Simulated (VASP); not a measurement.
# GaN (P6_3mc) in VASP: single point with HSE06

Aim: the single point of GaN with HSE06.

Everything below comes from runs of VASP 6.6.1. Logs are shortened: lines on timing, memory, paths and dates and some standing lists are left out, and cuts for length are marked.

**What was measured.**

From “Studying electronic properties in GaN without electrical contacts using γ-γ vs e−-γ Perturbed Angular Correlations”, 2019, pmc:6823545, for a bulk crystal of GaN: band gap 3.503 ± 0.005 eV (direct).

How close the calculation comes is told below.

## Step 1: The crystal as given

It takes space group P6_3mc (No. 186, hexagonal). The conventional cell has a = 3.181 Å, b = 3.181 Å, c = 5.181 Å, α = 90.00°, β = 90.00°, γ = 120.00°. Ga (site symmetry 3m) has 4 N at 1.94 to 1.95 Å as nearest neighbours. N (site symmetry 3m) is surrounded by 4 Ga at 1.94 to 1.95 Å.

The cell is a database's computed one.

## Step 2: Single point, HSE06

File POSCAR:

```
GaN
1.0
    3.1806700000      0.0000000000      0.0000000000
   -1.5903300000      2.7545400000      0.0000000000
    0.0000000000      0.0000000000      5.1815000000
Ga N
2 2
Direct
    0.6666700000      0.3333300000      0.4991600000
    0.3333300000      0.6666700000      0.9991600000
    0.6666700000      0.3333300000      0.8758400000
    0.3333300000      0.6666700000      0.3758400000
```

File INCAR.step1:

```
  ALGO = Normal
  EDIFF = 1E-5
  ENCUT = 520
  GGA = PE
  ISIF = 2
  ISMEAR = 0
  LASPH = True
  LREAL = False
  LWAVE = True
  NBANDS = 26
  NELM = 100
  PREC = Accurate
  SIGMA = 0.02
```

File INCAR.step2:

```
  ALGO = Normal
  EDIFF = 1E-7
  ENCUT = 520
  GGA = PE
  HFSCREEN = 0.2
  ISIF = 2
  ISMEAR = 0
  ISTART = 1
  LASPH = True
  LCHARG = True
  LELF = True
  LHFCALC = True
  LREAL = False
  LVHAR = True
  LWAVE = False
  NBANDS = 26
  NELM = 100
  PREC = Accurate
  PRECFOCK = Fast
  SIGMA = 0.02
```

File KPOINTS:

```
k-points
0
Gamma
  6 6 4
```

Potentials or basis: VASP PAW PBE potentials, release 64 (Ga_d, N).

Launch:

```console
$ cat potpaw_PBE.64/Ga_d/POTCAR potpaw_PBE.64/N/POTCAR > POTCAR
$ cp INCAR.step1 INCAR
$ mpirun -np 1 vasp_std > vasp.out
$ cp INCAR.step2 INCAR
$ mpirun -np 1 vasp_std > vasp.out
```

OUTCAR:

```text
EDIFF = 1E-7
   ENCUT = 520
   GGA = PE
   HFSCREEN = 0.2
   ISIF = 2
   ISMEAR = 0
   ISTART = 1
   LASPH = True
   LHFCALC = True
   LREAL = False
   NELM = 100
   PREC = Accurate
   PRECFOCK = Fast

 ion  position               nearest neighbor table
   1  0.667  0.333  0.499-   4 1.94   4 1.94   4 1.94   3 1.95
   2  0.333  0.667  0.999-   3 1.94   3 1.94   3 1.94   4 1.95
   3  0.667  0.333  0.876-   2 1.94   2 1.94   2 1.94   1 1.95
   4  0.333  0.667  0.376-   1 1.94   1 1.94   1 1.94   2 1.95

  LATTYP: Found a hexagonal cell.
 ALAT       =     3.1806700000
 C/A-ratio  =     1.6290592863

  Lattice vectors:

 A1 = (   3.1806700000,   0.0000000000,   0.0000000000)
 A2 = (  -1.5903300000,   2.7545400000,   0.0000000000)
 A3 = (   0.0000000000,   0.0000000000,   5.1815000000)

Analysis of symmetry for initial positions (statically):
=====================================================================
 Subroutine PRICEL returns:
 Original cell was already a primitive cell.

 Routine SETGRP: Setting up the symmetry group for a
 hexagonal supercell.

 Subroutine GETGRP returns: Found  4 space group operations
 (whereof  2 operations were pure point group operations)
 out of a pool of 24 trial point group operations.

The static configuration has the point symmetry C_1h.
 The point group associated with its full space group is C_2v.

Analysis of symmetry for dynamics (positions and initial velocities):
=====================================================================
 Subroutine PRICEL returns:
 Original cell was already a primitive cell.

 Routine SETGRP: Setting up the symmetry group for a
 hexagonal supercell.

 Subroutine GETGRP returns: Found  4 space group operations
 (whereof  2 operations were pure point group operations)
 out of a pool of 24 trial point group operations.

The dynamic configuration has the point symmetry C_1h.
 The point group associated with its full space group is C_2v.

 Subroutine INISYM returns: Found  4 space group operations
 (whereof  2 operations are pure point group operations),
 and found     1 'primitive' translations

----------------------------------------------------------------------------------------

                                     Primitive cell

  volume of cell :      45.3966

  direct lattice vectors                    reciprocal lattice vectors
     3.180670000  0.000000000  0.000000000     0.314399167  0.181517941  0.000000000
    -1.590330000  2.754540000  0.000000000     0.000000000  0.363037023  0.000000000
     0.000000000  0.000000000  5.181500000     0.000000000  0.000000000  0.192994307

  length of vectors
     3.180670000  3.180666616  5.181500000     0.363036636  0.363037023  0.192994307

  position of ions in fractional coordinates (direct lattice)
     0.666670000  0.333330000  0.499160000
     0.333330000  0.666670000  0.999160000
     0.666670000  0.333330000  0.875840000
     0.333330000  0.666670000  0.375840000

  ion indices of the primitive-cell ions
   primitive index   ion index
                 1           1
                 2           2
                 3           3
                 4           4

----------------------------------------------------------------------------------------

 KPOINTS: k-points

Automatic generation of k-mesh.
 Grid dimensions read from file:
 generate k-points for:    6    6    4

 Generating k-lattice:

  Cartesian coordinates                     Fractional coordinates (reciprocal lattice)
     0.052399861  0.030252990  0.000000000     0.166666667  0.000000000  0.000000000
     0.000000000  0.060506170  0.000000000     0.000000000  0.166666667  0.000000000
     0.000000000  0.000000000  0.048248577     0.000000000  0.000000000  0.250000000

  Length of vectors
     0.060506106  0.060506170  0.048248577

  Shift w.r.t. Gamma in fractional coordinates (k-lattice)
     0.000000000  0.000000000  0.000000000

 Subroutine IBZKPT returns following result:
 ===========================================

 Found     39 irreducible k-points:

 Following reciprocal coordinates:
            Coordinates               Weight
  0.000000  0.000000  0.000000      1.000000
  0.166667 -0.000000  0.000000      4.000000
 -0.166667  0.166667  0.000000      2.000000
  0.333333 -0.000000  0.000000      4.000000
 -0.333333  0.333333  0.000000      2.000000
  0.500000 -0.000000  0.000000      2.000000
[... 16 lines left out ...]
  0.333333  0.166667  0.250000      8.000000
 -0.166667  0.500000  0.250000      8.000000
 [... further k-points ...]
   k-points           NKPTS =     39   k-points in BZ     NKDIM =    144   number of bands    NBANDS=     26
   number of dos      NEDOS =    301   number of ions     NIONS =      4
   total plane-waves  NPLWV =  23040
   dimension x,y,z NGX =    24 NGY =   24 NGZ =   40
   dimension x,y,z NGXF=    48 NGYF=   48 NGZF=   80
   ions per type =               2   2
   NGX,Y,Z   is equivalent  to a cutoff of  12.54, 12.54, 12.83 a.u.
   NGXF,Y,Z  is equivalent  to a cutoff of  25.09, 25.09, 25.67 a.u.
 SYSTEM =  unknown system
   PREC   = accura    normal or accurate (medium, high low for compatibility)
   ISTART =      1    job   : 0-new  1-cont  2-samecut
   ICHARG =      0    charge: 1-file 2-atom 10-const
   ISPIN  =      1    spin polarized calculation?
   LNONCOLLINEAR =      F non collinear calculations
   LSORBIT =      F    spin-orbit coupling
   LASPH  =      T    aspherical Exc in radial PAW
   ENCUT  =  520.0 eV  38.22 Ry    6.18 a.u.   5.91  5.91  9.63*2*pi/ulx,y,z
   NELM   =    100;   NELMIN=  2; NELMDL=  0     # of ELM steps
   EDIFF  = 0.1E-06   stopping-criterion for ELM
   LREAL  =      F    real-space projection
   EDIFFG = 0.1E-05   stopping-criterion for IOM
   NSW    =      0    number of steps for IOM
   IBRION =     -1    ionic relax: 0-MD 1-quasi-New 2-CG
   NFREE  =      0    steps in history (QN), initial steepest desc. (CG)
   ISIF   =      2    stress and relaxation
   ISYM   =      3    0-nonsym 1-usesym 2-fastsym
   POTIM  = 0.5000    time-step for ionic-motion
   TEBEG  =    0.0;   TEEND  =   0.0 temperature during run
   PSTRESS=    0.0 pullay stress
   NELECT =      36.0000    total number of electrons
   NUPDOWN=      -1.0000    fix difference up-down
   EMIN   =  10.00;   EMAX   =-10.00  energy-range for DOS
   EFERMI =   0.00;   METHOD = LEGACY
   ISMEAR =     0;   SIGMA  =   0.02  broadening in eV -4-tet -1-fermi 0-gaus
   EFERMI_NEDOS =   21; number of points for ismear=-14 and -15
   IALGO  =     38    algorithm
   IMIX   =      1    mixing-type and parameters
     AMIX     =   0.40;   BMIX     =  1.00
     AMIX_MAG =   1.60;   BMIX_MAG =  1.00
  volume/ion in A,a.u.               =      11.35        76.59
  Fermi-wavevector in a.u.,A,eV,Ry     =   1.515309  2.863519 31.241181  2.296162
  Thomas-Fermi vector in A             =   2.624850
   LORBIT       =      0    0 simple, 1 ext, 2 COOP (PROOUT), +10 PAW based schemes
   GGA     = PE    functional components
   LHFCALC =     T    Hartree Fock is set to
   PRECFOCK=fast      Normal, Fast or Accurate (Low or Medium for compatibility)
   ENCUT4O =  -1.0   cutoff for four orbital integrals eV
   NKREDX  =     1    reduce k-point grid by
   NKREDY  =     1    reduce k-point grid by
   NKREDZ  =     1    reduce k-point grid by
   AEXX    =    0.2500 exact exchange contribution
   HFSCREEN=    0.2000 screening length (either q_TF or 0.3 A-1)
   HFSCREENC=   0.2000 screening length for correlation (either q_TF or 0.3 A-1)
   ENCUTFOCK=  -1.0 apply spherical cutoff to Coloumb kernel
   IVDW    =     0    specifies the selected vdW correction
   LEPSILON=     F    determine dielectric tensor
   LRPA    =     F    only Hartree local field effects (RPA)
 non-spin polarized calculation
 Gauss-broadening in eV      SIGMA  =   0.02
  energy-cutoff  :      520.00
  volume of cell :       45.40
 maximum number of plane-waves:      1248
  NGX = 14; NGY = 14; NGZ = 24

 number of electron      35.9999996 magnetization

 Free energy of the ion-electron system (eV)
  ---------------------------------------------------
  ext. energy  EPLUGINS =         0.00000000
  ---------------------------------------------------
  free energy    TOTEN  =       -29.58294708 eV

  energy without entropy =      -29.58294708  energy(sigma->0) =      -29.58294708

 E-fermi :   4.6954     XC(G=0):  -9.5764

 val. band max:        4.5511988668   @ k =   0.0000   0.0000   0.0000
 cond. band min:       7.7998895154   @ k =   0.0000   0.0000   0.0000
 fundamental gap:      3.2486906486
 Fermi energy:         4.6954456717

 k-point     1 :       0.0000    0.0000    0.0000
  band No.  band energies     occupation
      1     -12.9968      2.00000
      2     -12.3482      2.00000
      3     -11.0237      2.00000
      4     -11.0067      2.00000
      5     -11.0067      2.00000
      6     -10.9458      2.00000
[... 18 lines left out ...]
     25      18.0604      0.00000
     26      18.0608      0.00000

 k-point     2 :       0.1667   -0.0000    0.0000
  band No.  band energies     occupation
      1     -12.7666      2.00000
      2     -12.3084      2.00000
      3     -10.9926      2.00000
      4     -10.9731      2.00000
      5     -10.9184      2.00000
      6     -10.8973      2.00000
[... 18 lines left out ...]
     25      17.6957      0.00000
     26      18.6367      0.00000

 k-point     3 :      -0.1667    0.1667    0.0000
  band No.  band energies     occupation
      1     -12.7666      2.00000
      2     -12.3084      2.00000
      3     -10.9926      2.00000
      4     -10.9731      2.00000
      5     -10.9184      2.00000
      6     -10.8973      2.00000
[... 18 lines left out ...]
     25      17.6956      0.00000
     26      18.6369      0.00000

 k-point     4 :       0.3333   -0.0000    0.0000
  band No.  band energies     occupation
      1     -12.4333      2.00000
      2     -12.2624      2.00000
      3     -10.9509      2.00000
      4     -10.9346      2.00000
      5     -10.8465      2.00000
      6     -10.8035      2.00000
[... 18 lines left out ...]
     25      17.7761      0.00000
     26      19.6358      0.00000

 k-point     5 :      -0.3333    0.3333    0.0000
  band No.  band energies     occupation
      1     -12.4333      2.00000
      2     -12.2624      2.00000
      3     -10.9509      2.00000
      4     -10.9346      2.00000
      5     -10.8465      2.00000
      6     -10.8035      2.00000
[... 18 lines left out ...]
     25      17.7761      0.00000
     26      19.6344      0.00000

 k-point     6 :       0.5000   -0.0000    0.0000
  band No.  band energies     occupation
      1     -12.3466      2.00000
      2     -12.2497      2.00000
      3     -10.9474      2.00000
      4     -10.9303      2.00000
      5     -10.8335      2.00000
      6     -10.7826      2.00000
[... 427 lines left out ...]
 k-point    21 :       0.1667    0.1667    0.2500
  band No.  band energies     occupation
      1     -12.4179      2.00000
      2     -12.2671      2.00000
      3     -10.9430      2.00000
      4     -10.9377      2.00000
      5     -10.8839      2.00000
      6     -10.8649      2.00000
[... 18 lines left out ...]
     25      17.4083      0.00000
     26      19.0255      0.00000

 k-point    22 :      -0.1667    0.3333    0.2500
  band No.  band energies     occupation
      1     -12.4179      2.00000
      2     -12.2671      2.00000
      3     -10.9430      2.00000
      4     -10.9377      2.00000
      5     -10.8839      2.00000
      6     -10.8649      2.00000
[... 18 lines left out ...]
     25      17.4082      0.00000
     26      19.0255      0.00000

 k-point    23 :       0.3333    0.1667    0.2500
  band No.  band energies     occupation
      1     -12.2926      2.00000
      2     -12.2397      2.00000
      3     -10.9412      2.00000
      4     -10.9134      2.00000
      5     -10.8567      2.00000
      6     -10.8052      2.00000
[... 18 lines left out ...]
     25      18.1754      0.00000
     26      19.7637      0.00000

 k-point    24 :      -0.1667    0.5000    0.2500
  band No.  band energies     occupation
      1     -12.2926      2.00000
      2     -12.2397      2.00000
      3     -10.9412      2.00000
      4     -10.9134      2.00000
      5     -10.8567      2.00000
      6     -10.8052      2.00000
[... 18 lines left out ...]
     25      18.1752      0.00000
     26      19.7638      0.00000

 [... further k-points ...]

------------------------ aborting loop because EDIFF is reached ----------------------------------------

  FORCE on cell =-STRESS in cart. coord.  units (eV):
  Direction    XX          YY          ZZ          XY          YZ          ZX
  --------------------------------------------------------------------------------------
  -------------------------------------------------------------------------------------
  Total        0.1061998      0.1055356     -0.0173952     -0.0005750      0.0000000      0.0000000
  in kB        3.7480994      3.7246572     -0.6139256     -0.0202924      0.0000000      0.0000000
  external PRESSURE =       2.2862770 kB  Pullay stress =       0.0000000 kB

 VOLUME and BASIS-vectors are now :
 -----------------------------------------------------------------------------
  energy-cutoff  :      520.00
  volume of cell :       45.40
      direct lattice vectors                 reciprocal lattice vectors
     3.180670000  0.000000000  0.000000000     0.314399167  0.181517941  0.000000000
    -1.590330000  2.754540000  0.000000000     0.000000000  0.363037023  0.000000000
     0.000000000  0.000000000  5.181500000     0.000000000  0.000000000  0.192994307

 POSITION                                       TOTAL-FORCE (eV/Angst)
 -----------------------------------------------------------------------------------
      1.59035      0.91817      2.58640        -0.000399      0.000231     -0.015810
     -0.00001      1.83637      5.17715         0.000399     -0.000231     -0.015810
      1.59035      0.91817      4.53816        -0.000410      0.000237      0.015810
     -0.00001      1.83637      1.94741         0.000410     -0.000237      0.015810
 -----------------------------------------------------------------------------------
    total drift:                               -0.000000     -0.000001     -0.000796

  FREE ENERGIE OF THE ION-ELECTRON SYSTEM (eV)
  ---------------------------------------------------
  free  energy   TOTEN  =       -29.5829470847 eV

  energy  without entropy=      -29.5829470847  energy(sigma->0) =      -29.58294708
```

It took 84 min on 1 thread of Intel Xeon 6975P-C (Granite Rapids), shared host; peak memory 0.3 GiB.

What came out:

| Quantity | Value |
| --- | --- |
| Free energy | -29.5829 eV |
| Pressure | 0.2 GPa |
| Largest force | 0.016 eV/Å |
| Band gap on the k mesh | 3.25 eV, direct |

Forces on the atoms (eV/Å):
```
Ga   0.000  0.000 -0.016
Ga   0.000  0.000 -0.016
N    0.000  0.000  0.016
N    0.000  0.000  0.016
```

Stress tensor (GPa, compression positive):
```
 0.37  0.00  0.00
 0.00  0.37  0.00
 0.00  0.00 -0.06
```

Caveat: the PAW data sets were made with another functional, which shifts forces and pressure a little.

## Step 3: Comparison with measurements

Step 2. Measured gap of GaN: 3.503 eV (direct; quoted in “Studying electronic properties in GaN without electrical contacts using γ-γ vs e−-γ Perturbed Angular Correlations”, 2019, pmc:6823545). This calculation gives 3.25 eV (-0.25 eV). Spin-orbit coupling on Ga is left out. The value is that of HSE06, without temperature or zero-point motion. The cell is a database's relaxed one, not the measured one, which moves gaps too.
